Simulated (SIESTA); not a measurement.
Runs of SIESTA 5.4.2 on BaTiO3 (Barioperovskite). The structure is orthorhombic, space group Amm2 (No. 38). The conventional cell has a = 3.986 Å, b = 5.674 Å, c = 5.690 Å, α = 90.00°, β = 90.00°, γ = 90.00°. Ba (site symmetry mm2) has 12 O at 2.77 to 2.92 Å as nearest neighbours. Ti (site symmetry mm2) is surrounded by 6 O at 1.93 to 2.09 Å. O (site symmetry m) has 2 Ti at 1.93 to 2.09 Å as nearest neighbours. O (site symmetry mm2) is surrounded by 2 Ti at 2.00 Å. 

```csv
task,level,potentials or basis,k mesh,gap on the mesh (eV),pressure (GPa),V0 of scaled cells (Å³/atom),B0 (GPa),largest force (eV/Å)
equation of state,LDA,"PseudoDojo 0.4 standard (LDA files), DZP (energy shift 0.003 Ry; two zetas on semicore shells; d shell added on Ba)",5 × 5 × 5,-,-,(a),193,-
equation of state,PBEsol,"PseudoDojo 0.4 standard (PBEsol files), DZP (energy shift 0.003 Ry; two zetas on semicore shells; d shell added on Ba)",7 × 7 × 7,-,-,12.74,(c),-
band structure,LDA,"PseudoDojo 0.4 standard (LDA files), DZP (energy shift 0.003 Ry; two zetas on semicore shells; d shell added on Ba)",7 × 7 × 7,(b),-6.4,-,-,0.28
single point,PBEsol,"PseudoDojo 0.4 standard (PBEsol files), DZP (energy shift 0.003 Ry; two zetas on semicore shells; d shell added on Ba)",7 × 7 × 7,1.83,-1.8,-,-,0.26
```

Alike in all rows: no spin polarisation; cell as given; smearing fermi-dirac 0.05 eV; grid cutoff 800 Ry; energy shift 0.003 Ry.

**Question.** Fill in the values left out.

**Answer.** (a) 12.41; (b) 1.80; (c) 178.

Caveats: this set's barium file shifts pressures by up to 1 GPa against other sets; the basis of atomic orbitals isn't converged, which shifts pressures, moduli and gaps; the cell was scaled at fixed shape and fractional positions, which overstates the stiffness of a crystal with free parameters, most of all of layers and chains (some runs); spin-orbit coupling is left out, which moves the levels of the heavy elements (some runs); an odd mesh through Γ misses points on the zone boundary, where band edges often lie (some runs).

A k mesh can miss the band edges, and the runs leave out spin-orbit coupling on Ba.

Not every run made on this cell is shown here.
